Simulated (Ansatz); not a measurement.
Crystal: Yb.

```
Yb
1.0
     0.00000    2.74310    2.74310
     2.74310    0.00000    2.74310
     2.74310    2.74310    0.00000
Yb
1
Cartesian
  0.0000 0.0000 0.0000
```

Program: Ansatz 0.2.0. Alike in all runs: cell as given; k mesh 8 × 8 × 8. Hardware: 2 threads of Arm Neoverse V1, on a shared host.

Order these runs on this cell by their wall time, lowest first.
A. task single point; level rPW86-PBE+rVV10; potentials or basis SSSP precision PAW; spin collinear, program default start; cutoff (eV) 544; smearing fermi-dirac 0.025 eV
B. task single point; level revPBE+U; potentials or basis Ansatz PAW; spin collinear, ferromagnetic start; U Yb f U = 5 eV; cutoff (eV) 420; smearing tetrahedron-uncorrected; driver chain; hubbard projectors all-electron-ortho-atomic; double counting fll (the default); other keys scf.occupations.width = left out; …
C. task density of states; level LDA+U; potentials or basis JTH PAW; spin collinear, ferromagnetic start; U Yb f U = 8 eV; cutoff (eV) 720; smearing methfessel-paxton 0.1 eV; driver chain; hubbard projectors ortho-atomic; double counting fll (the default)

B (4.3 s), A (16 s), C (37 s).

Caveats: spin-orbit coupling is left out, which moves the levels of the heavy elements; the magnetic or orbital state may not be the lowest (some runs); the starting moments weren't kept (some runs).

Runs at the PBE level aren't shown here.
